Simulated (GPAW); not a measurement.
Input of a GPAW 26.7.0 run:

The input run.py:

```python
from ase.dft.bandgap import bandgap
from ase.io import read, write
from ase.units import GPa
from gpaw import GPAW, PW

atoms = read('POSCAR')

calc = GPAW(mode=PW(600),
            xc='PBE',
            kpts={'size': (11, 11, 6), 'gamma': True},
            occupations={'name': 'fermi-dirac', 'width': 0.05},
            nbands=27,
            convergence={'density': 1e-05, 'energy': 1e-05},
            maxiter=150,
            txt='gpaw.txt')
atoms.calc = calc
energy = atoms.get_potential_energy()
forces = atoms.get_forces()
stress = atoms.get_stress()
calc.write('gs.gpw')
write('result.traj', atoms)
print(f'Energy: {energy:.6f} eV')
print('Forces (eV/A):')
print(forces.round(4))
print('Stress (GPa):', (stress / GPa).round(3))
print('Fermi level:', round(calc.get_fermi_level(), 4), 'eV')
print(f'Gap: {bandgap(calc)[0]:.4f} eV, direct: {bandgap(calc, direct=True)[0]:.4f} eV')
```

File POSCAR:

```
Os
1.0
    2.7341000000      0.0000000000      0.0000000000
   -1.3670500000      2.3678000565      0.0000000000
    0.0000000000      0.0000000000      4.3197000000
Os
2
Direct
    0.6588800000      0.3197410000      0.7591660000
    0.3285490000      0.6649530000      0.2460270000
```

Potentials or basis: GPAW PAW data sets (gpaw-data 1.2.1), pw.

Run with:

```console
$ OMP_NUM_THREADS=1 python run.py
```

Problem. What does it give for the largest force?

Solution. 1.037 eV/Å.

Problem. Predict the band gap on the k mesh.

Solution. None (metal or under the smearing width).

Stress tensor (GPa, compression positive):
```
 6.00  0.19  0.08
 0.19  7.31 -0.27
 0.08 -0.27  8.55
```

The run has no spin-orbit coupling, so splittings on Os are missing.
